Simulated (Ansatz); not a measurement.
## Pt: energy along a strain

Pt, Fm-3m, a = 3.916 Å (as given, not relaxed at this level: 11.6 GPa). Ansatz: PBE, PAW, 420 eV, Γ-centred 20×20×20 mesh on 1 atom, Gaussian smearing 0.15 eV; no spin polarisation. Cell vectors (Å): 0.000 1.958 1.958; 1.958 0.000 1.958; 1.958 1.958 0.000. The cell is strained by x per cent times the pattern (1 1 0 0 0 0) in the order xx yy zz yz xz xy (engineering shears), with fractional coordinates held. y is the free energy over the start, V0 = 15.011 Å³/atom. Points with a strain past 8.5 % were computed too (3) and aren't used here.

| x (%) | y (meV/atom) |
| --- | --- |
| -7.50 | 607.45 |
| -5.00 | 288.44 |
| -2.50 | 95.20 |
| 0.00 | 0.00 |
| 2.50 | -19.77 |
| 5.00 | ? |
| 7.50 | 99.43 |

Q: Fit y = c1 x + c2 x² + c3 x³ to the other rows, get the stiffness along the pattern, and predict the missing energy.

A: Least squares on the rows shown. y = −21.061 x + 6.2723 x² − 0.22708 x³. The clamped-ion stiffness p·C·p = 2 × 62.72 eV × 160.2 / 15.011 Å³ = 1339 GPa (second derivative at the start, which stands under stress). With a term in x⁴ added, the coefficient of x² becomes 5.998, 4 % less, which shows how far this figure hangs on the form. At x = 5.00 the fit asked for gives 23.12 meV/atom. The run gave 18.00 meV/atom, so the fit is 5.12 meV/atom too high, 0.82 % of the span of the series, against an rms of 1.60 meV/atom on the fitted rows. With a term in x⁴ added, a fit to the same known rows predicts 17.78 meV/atom, so most of the miss is curvature that the known rows already hold.

Spin–orbit coupling is left out, which can shift energies with elements as heavy as these.